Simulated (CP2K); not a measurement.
# Al (Fm-3m) in CP2K: notebook

Aim: see how the results for Al move with the level of theory and the settings. Levels: PBE, LDA. Tasks: band structure.

Program: CP2K 2026.2. These are calculated values, not measurements. Logs are shortened: lines on timing, memory, paths and dates and some standing lists are left out, and cuts for length are marked.

**1. The structure**

Symmetry: Fm-3m, No. 225, cubic system. The conventional cell has a = 4.050 Å, b = 4.050 Å, c = 4.050 Å, α = 90.00°, β = 90.00°, γ = 90.00°. Al (site symmetry m-3m) is surrounded by 12 Al at 2.86 Å.

**2. Band structure, PBE**

al_bands.inp

```
&GLOBAL
  PROJECT al_bands
  RUN_TYPE ENERGY_FORCE
  PRINT_LEVEL LOW
&END GLOBAL
&FORCE_EVAL
  METHOD QS
  STRESS_TENSOR ANALYTICAL
  &DFT
    BASIS_SET_FILE_NAME BASIS_MOLOPT_UZH
    POTENTIAL_FILE_NAME POTENTIAL_UZH
    &MGRID
      CUTOFF 450
      REL_CUTOFF 60
      NGRIDS 4
    &END MGRID
    &QS
      METHOD GPW
      EPS_DEFAULT 1.0E-10
    &END QS
    &KPOINTS
      SCHEME MONKHORST-PACK 11 11 11
      GAMMA_CENTERED T
      SYMMETRY T
      SYMMETRY_BACKEND SPGLIB
    &END KPOINTS
    &SCF
      SCF_GUESS ATOMIC
      EPS_SCF 1.0E-6
      MAX_SCF 100
      ADDED_MOS 8
      CHOLESKY OFF
      EPS_EIGVAL 1.0E-7
      &DIAGONALIZATION ON
        ALGORITHM STANDARD
      &END DIAGONALIZATION
      &MIXING ON
        METHOD BROYDEN_MIXING
        ALPHA 0.4
        BETA 1.5
        NBUFFER 8
      &END MIXING
      &SMEAR ON
        METHOD FERMI_DIRAC
        ELECTRONIC_TEMPERATURE [K] 580.226
      &END SMEAR
    &END SCF
    &XC
      &XC_FUNCTIONAL PBE
      &END XC_FUNCTIONAL
    &END XC
    &PRINT
      &KPOINTS ON
      &END KPOINTS
      &MULLIKEN ON
      &END MULLIKEN
      &MO ON
        ENERGIES T
        OCCUPATION_NUMBERS T
        &EACH
          QS_SCF 0
        &END EACH
        ADD_LAST NUMERIC
      &END MO
      &BAND_STRUCTURE
        FILE_NAME bands.bs
        ADDED_MOS 6
        &KPOINT_SET
          UNITS B_VECTOR
          NPOINTS 10
          SPECIAL_POINT GAMMA 0.00000000 0.00000000 0.00000000
          SPECIAL_POINT X 0.50000000 0.00000000 0.50000000
          SPECIAL_POINT W 0.50000000 0.25000000 0.75000000
          SPECIAL_POINT K 0.37500000 0.37500000 0.75000000
          SPECIAL_POINT GAMMA 0.00000000 0.00000000 0.00000000
          SPECIAL_POINT L 0.50000000 0.50000000 0.50000000
          SPECIAL_POINT U 0.62500000 0.25000000 0.62500000
          SPECIAL_POINT W 0.50000000 0.25000000 0.75000000
          SPECIAL_POINT L 0.50000000 0.50000000 0.50000000
          SPECIAL_POINT K 0.37500000 0.37500000 0.75000000
        &END KPOINT_SET
        &KPOINT_SET
          UNITS B_VECTOR
          NPOINTS 10
          SPECIAL_POINT U 0.62500000 0.25000000 0.62500000
          SPECIAL_POINT X 0.50000000 0.00000000 0.50000000
        &END KPOINT_SET
      &END BAND_STRUCTURE
    &END PRINT
  &END DFT
  &SUBSYS
    &CELL
      A 2.8635066922 0.0000000000 0.0000000000
      B 1.4317533461 2.4798695393 0.0000000000
      C 1.4317533461 0.8266231798 2.3380434236
      PERIODIC XYZ
    &END CELL
    &COORD
      SCALED
      Al  0.0000000000 0.0000000000 0.0000000000
    &END COORD
    &KIND Al
      BASIS_SET TZVP-MOLOPT-PBE-GTH-q3
      POTENTIAL GTH-PBE-q3
    &END KIND
    &PRINT
      &ATOMIC_COORDINATES ON
      &END ATOMIC_COORDINATES
      &CELL ON
      &END CELL
    &END PRINT
  &END SUBSYS
  &PRINT
    &FORCES ON
    &END FORCES
    &STRESS_TENSOR ON
    &END STRESS_TENSOR
  &END PRINT
&END FORCE_EVAL
```

Potentials or basis: POTENTIAL_UZH Al GTH-PBE-q3; TZVP-MOLOPT-PBE-GTH basis.

Started as:

```sh
$ OMP_NUM_THREADS=1 cp2k.psmp -i al_bands.inp -o al_bands.out
```

al_bands.out:

```text

 CP2K| version string:                                       CP2K version 2026.2
 CP2K| Input file name                                              al_bands.inp

 GLOBAL| Force Environment number                                              1
 GLOBAL| Basis set file name                                    BASIS_MOLOPT_UZH
 GLOBAL| Potential file name                                       POTENTIAL_UZH
 GLOBAL| MM Potential file name                                     MM_POTENTIAL
 GLOBAL| Coordinate file name                                      __STD_INPUT__
 GLOBAL| Method name                                                        CP2K
 GLOBAL| Project name                                                   al_bands
 GLOBAL| Run type                                                   ENERGY_FORCE
 GLOBAL| FFT library                                                       FFTW3
 GLOBAL| Diagonalization library                                       ScaLAPACK
 GLOBAL| Cholesky decomposition library                                ScaLAPACK
 GLOBAL| DGEMM library                                                      BLAS
 GLOBAL| Direct generalized diagonalization requested                          F
 GLOBAL| Matrix multiplication library                                 ScaLAPACK
 GLOBAL| Global print level                                                  LOW
 GLOBAL| Total number of message passing processes                             1
 GLOBAL| Number of threads for this process                                    1
 GLOBAL| CPU model name                                                  UNKNOWN

 CELL| Volume [angstrom^3]:                                            16.602734
 CELL| Vector a [angstrom]:       2.864     0.000     0.000   |a| =     2.863507
 CELL| Vector b [angstrom]:       1.432     2.480     0.000   |b| =     2.863507
 CELL| Vector c [angstrom]:       1.432     0.827     2.338   |c| =     2.863507
 CELL| Angle (b,c), alpha [degree]:                                    60.000000
 CELL| Angle (a,c), beta  [degree]:                                    60.000000
 CELL| Angle (a,b), gamma [degree]:                                    60.000000
 CELL| Numerically orthorhombic:                                              NO
 CELL| Periodicity                                                           XYZ

 CELL_REF| Volume [angstrom^3]:                                        16.602734
 CELL_REF| Vector a [angstrom     2.864     0.000     0.000   |a| =     2.863507
 CELL_REF| Vector b [angstrom     1.432     2.480     0.000   |b| =     2.863507
 CELL_REF| Vector c [angstrom     1.432     0.827     2.338   |c| =     2.863507
 CELL_REF| Angle (b,c), alpha [degree]:                                60.000000
 CELL_REF| Angle (a,c), beta  [degree]:                                60.000000
 CELL_REF| Angle (a,b), gamma [degree]:                                60.000000
 CELL_REF| Numerically orthorhombic:                                          NO
 CELL_REF| Periodicity                                                       XYZ

[... 8 lines left out ...]
 TOTAL NUMBERS AND MAXIMUM NUMBERS

  Total number of            - Atomic kinds:                                   1
                             - Atoms:                                          1
                             - Shell sets:                                     1
                             - Shells:                                         7
                             - Primitive Cartesian functions:                  4
                             - Cartesian basis functions:                     18
                             - Spherical basis functions:                     17

  Maximum angular momentum of- Orbital basis functions:                        2
                             - Local part of the GTH pseudopotential:          0
                             - Non-local part of the GTH pseudopotential:      2

 MODULE QUICKSTEP: ATOMIC COORDINATES IN ANGSTROM

   Atom Kind Element         X             Y             Z       Z(eff)     Mass
      1    1 Al   13      0.000000      0.000000      0.000000   3.0000  26.9815

 SCF PARAMETERS         Density guess:                                    ATOMIC
                        --------------------------------------------------------
                        max_scf:                                             100
[... 7 lines left out ...]
                        --------------------------------------------------------
                        level_shift [a.u.]:                             0.000000
                        added MOs                                         8    0
                        --------------------------------------------------------
                        Mixing method:                            BROYDEN_MIXING
[... 69 lines left out ...]
 Number of molecular orbitals:                                                10

 Number of orbital functions:                                                 17
 Number of independent orbital functions:                                     17

 SCF WAVEFUNCTION OPTIMIZATION

  Step     Update method      Time    Convergence         Total energy    Change
  ------------------------------------------------------------------------------
     1 NoMix/Diag. 0.40E+00    3.7     0.49222133        -2.2167457823 -2.22E+00
     2 Broy./Diag. 0.40E+00    2.9     0.00091939        -2.1796959684  3.70E-02
     3 Broy./Diag. 0.40E+00    2.9     0.00341561        -2.0852015790  9.45E-02
     4 Broy./Diag. 0.40E+00    2.9     0.00042817        -2.0752126100  9.99E-03
     5 Broy./Diag. 0.40E+00    3.0     0.00035698        -2.0726163491  2.60E-03
     6 Broy./Diag. 0.40E+00    3.0     0.00015783        -2.0728528561 -2.37E-04
     7 Broy./Diag. 0.40E+00    2.9     0.00002619        -2.0726355387  2.17E-04
     8 Broy./Diag. 0.40E+00    2.9     0.00005235        -2.0726774181 -4.19E-05
     9 Broy./Diag. 0.40E+00    2.9     0.00000395        -2.0726801651 -2.75E-06
    10 Broy./Diag. 0.40E+00    2.9     0.00000267        -2.0726823177 -2.15E-06
    11 Broy./Diag. 0.40E+00    2.9     0.00000001        -2.0726821300  1.88E-07

  *** SCF run converged in    11 steps ***

  Electronic density on regular grids:         -2.9999999999        0.0000000001
  Core density on regular grids:                2.9999999992       -0.0000000008
  Total charge density on r-space grids:       -0.0000000007
  Total charge density g-space grids:          -0.0000000007

  Overlap energy of the core charge distribution:               0.00000000000000
  Self energy of the core charge distribution:                 -5.64177408513588
  Core Hamiltonian energy:                                      1.16837209266931
  Hartree energy:                                               3.20358857082536
  Exchange-correlation energy:                                 -0.80271771912765
  Electronic entropic energy:                                  -0.00015098925940
  Fermi energy:                                                 0.25823045988377

  Total energy:                                                -2.07268213002814
  Total energy (extrapolated to T->0):                         -2.07260663539844

 MO| EIGENVALUES AND OCCUPATION NUMBERS FOR K POINT 1
 MO|
 MO|  Index      Eigenvalue [a.u.]        Eigenvalue [eV]             Occupation
 MO|      1               0.050019               1.361078               2.000000
 MO|      2               0.137330               3.736938               2.000000
 MO|      3               0.668961              18.203358               0.000000
 MO|      4               0.668974              18.203712               0.000000
 MO|      5               0.727826              19.805152               0.000000
 MO|      6               0.727826              19.805165               0.000000
 MO|      7               0.839288              22.838181               0.000000
 MO|      8               1.190429              32.393211               0.000000
 MO|      9               1.190434              32.393364               0.000000
 MO|     10               1.339577              36.451748               0.000000
 MO| Sum:                                                               4.000000
 MO| E(Fermi):            0.258230 a.u.          7.026808 eV
 MO| Band gap:            0.531631 a.u.         14.466420 eV
[... 197 lines left out ...]
 MO|
 MO|  Index      Eigenvalue [a.u.]        Eigenvalue [eV]             Occupation
 MO|      1               0.007472               0.203330               2.000000
 MO|      2               0.320151               8.711749               0.000000
 MO|      3               0.445057              12.110629               0.000000
 MO|      4               0.480373              13.071622               0.000000
 MO|      5               0.714147              19.432922               0.000000
 MO|      6               0.834003              22.694374               0.000000
 MO|      7               0.954904              25.984252               0.000000
 MO|      8               1.100035              29.933471               0.000000
 MO|      9               1.190671              32.399819               0.000000
 MO|     10               1.473794              40.103962               0.000000
 MO| Sum:                                                               2.000000
 MO| E(Fermi):            0.258230 a.u.          7.026808 eV

 [... the levels of further k-points ...]

 !-----------------------------------------------------------------------------!
                     Mulliken Population Analysis

 #  Atom  Element  Kind  Atomic population                           Net charge
       1     Al       1          3.000000                              0.000000
 # Total charge                              3.000000                  0.000000

 !-----------------------------------------------------------------------------!

 KPOINTS| Band Structure Calculation
 KPOINTS| Number of k-point sets                                               2
 KPOINTS| Number of added MOs/bands                                            6
 KPOINTS| Number of k-points in set    1                                      91
 KPOINTS| In units of b-vector [2pi/Bohr]
 KPOINTS| Special point     1       GAMMA     0.000000     0.000000     0.000000
 KPOINTS| Special point     2           X     0.500000     0.000000     0.500000
 KPOINTS| Special point     3           W     0.500000     0.250000     0.750000
 KPOINTS| Special point     4           K     0.375000     0.375000     0.750000
 KPOINTS| Special point     5       GAMMA     0.000000     0.000000     0.000000
 KPOINTS| Special point     6           L     0.500000     0.500000     0.500000
 KPOINTS| Special point     7           U     0.625000     0.250000     0.625000
 KPOINTS| Special point     8           W     0.500000     0.250000     0.750000
 KPOINTS| Special point     9           L     0.500000     0.500000     0.500000
 KPOINTS| Special point    10           K     0.375000     0.375000     0.750000
 KPOINTS| Number of k-points in set    2                                      11
 KPOINTS| In units of b-vector [2pi/Bohr]
 KPOINTS| Special point     1           U     0.625000     0.250000     0.625000
 KPOINTS| Special point     2           X     0.500000     0.000000     0.500000

 ENERGY| Total FORCE_EVAL ( QS ) energy [hartree]             -2.072682226079062

 FORCES| Atomic forces [hartree/bohr]
 FORCES|   Atom     x               y               z               |f|
 FORCES|      1  6.73817673E-16  3.98987066E-16  4.77510025E-16   9.17189599E-16
 FORCES| Sum     6.73817673E-16  3.98987066E-16  4.77510025E-16
 FORCES| Total atomic force                                       9.17189599E-16

 STRESS| Analytical stress tensor [bar]
 STRESS|                        x                   y                   z
 STRESS|      x       -7.01050983345E+03  -9.79527704228E-02  -7.12974092777E-02
 STRESS|      y       -9.79527704228E-02  -7.01309679569E+03  -1.66281585987E-01
 STRESS|      z       -7.12974092777E-02  -1.66281585987E-01  -7.01119632933E+03
 STRESS| 1/3 Trace                                            -7.01160098616E+03
 STRESS| Determinant                                          -3.44708159879E+11

 STRESS| Eigenvectors and eigenvalues of the analytical stress tensor [bar]
 STRESS|                        1                   2                   3
 STRESS| Eigenvalues  -7.01311536953E+03  -7.01118761657E+03  -7.01049997237E+03
 STRESS|      x           0.039819704143      0.091157325328      0.995040066128
 STRESS|      y           0.995348568180     -0.091046907035     -0.031491086687
 STRESS|      z           0.087724677163      0.991665670858     -0.094358774146
```

It took 39 s on 1 thread of Arm Neoverse V2, shared host; peak memory 0.22 GiB.

Results:

```
Free energy            : -56.4006 eV
Pressure               : -0.7 GPa
Band gap on the k mesh : none (metal or under the smearing width)
```

Levels at the corners of the path, in eV from the Fermi level:
```csv
point,band 1,band 2,band 3,band 4,band 5
Γ,-11.16,13.50,13.50,13.50,13.90
X,-2.95,-1.60,5.55,5.55,5.93
W,-0.87,-0.87,0.16,1.04,16.93
K,-1.91,-1.40,-0.41,6.51,9.36
Γ,-11.16,13.50,13.50,13.50,13.90
L,-4.63,-4.43,11.26,11.26,12.59
U,-1.91,-1.40,-0.41,6.51,9.36
W,-0.87,-0.87,0.16,1.04,16.93
L,-4.63,-4.43,11.26,11.26,12.59
K,-1.91,-1.40,-0.41,6.51,9.36
U,-1.91,-1.40,-0.41,6.51,9.36
X,-2.95,-1.60,5.55,5.55,5.93
```

Caveat: the basis of atomic orbitals isn't converged, which shifts pressures, moduli and gaps.

**3. Band structure, LDA**

al_bands.inp, as its differences from that of step 2:

```diff
@@ -10,3 +10,3 @@
     BASIS_SET_FILE_NAME BASIS_MOLOPT_UZH
-    POTENTIAL_FILE_NAME POTENTIAL_UZH
+    POTENTIAL_FILE_NAME GTH_POTENTIALS
     &MGRID
@@ -14,3 +14,3 @@
       REL_CUTOFF 60
-      NGRIDS 4
+      NGRIDS 5
     &END MGRID
@@ -44,3 +44,3 @@
         METHOD FERMI_DIRAC
-        ELECTRONIC_TEMPERATURE [K] 580.226
+        ELECTRONIC_TEMPERATURE 580.23
       &END SMEAR
@@ -48,3 +48,7 @@
     &XC
-      &XC_FUNCTIONAL PBE
+      &XC_FUNCTIONAL
+        &LDA_X
+        &END LDA_X
+        &LDA_C_PW
+        &END LDA_C_PW
       &END XC_FUNCTIONAL
@@ -69,3 +73,3 @@
           UNITS B_VECTOR
-          NPOINTS 10
+          NPOINTS 8
           SPECIAL_POINT GAMMA 0.00000000 0.00000000 0.00000000
@@ -83,3 +87,3 @@
           UNITS B_VECTOR
-          NPOINTS 10
+          NPOINTS 8
           SPECIAL_POINT U 0.62500000 0.25000000 0.62500000
@@ -103,3 +107,3 @@
       BASIS_SET TZVP-MOLOPT-PBE-GTH-q3
-      POTENTIAL GTH-PBE-q3
+      POTENTIAL GTH-PADE-q3
     &END KIND
```

Potentials or basis: GTH_POTENTIALS Al GTH-PADE-q3; TZVP-MOLOPT-PBE-GTH basis.

Started as:

```sh
$ OMP_NUM_THREADS=1 cp2k.psmp -i al_bands.inp -o al_bands.out
```

Wall time 35 s (1 thread of Arm Neoverse V2, shared host); peak memory 0.22 GiB.

It converged, with:

```yaml
Free_energy: -57.0649 eV
Pressure: -4.3 GPa
Band_gap_on_the_k_mesh: none (metal or under the smearing width)
```

Levels at the corners of the path, in eV from the Fermi level:
```csv
point,band 1,band 2,band 3,band 4,band 5
Γ,-11.16,13.50,13.50,13.50,13.69
X,-2.97,-1.61,5.46,5.46,6.02
W,-0.87,-0.87,0.22,0.91,16.72
K,-1.92,-1.38,-0.45,6.43,9.32
Γ,-11.16,13.50,13.50,13.50,13.69
L,-4.62,-4.45,11.08,11.08,12.59
U,-1.92,-1.38,-0.45,6.43,9.32
W,-0.87,-0.87,0.22,0.91,16.72
L,-4.62,-4.45,11.08,11.08,12.59
K,-1.92,-1.38,-0.45,6.43,9.32
U,-1.92,-1.38,-0.45,6.43,9.32
X,-2.97,-1.61,5.46,5.46,6.02
```

Caveat: the basis of atomic orbitals isn't converged, which shifts pressures, moduli and gaps.
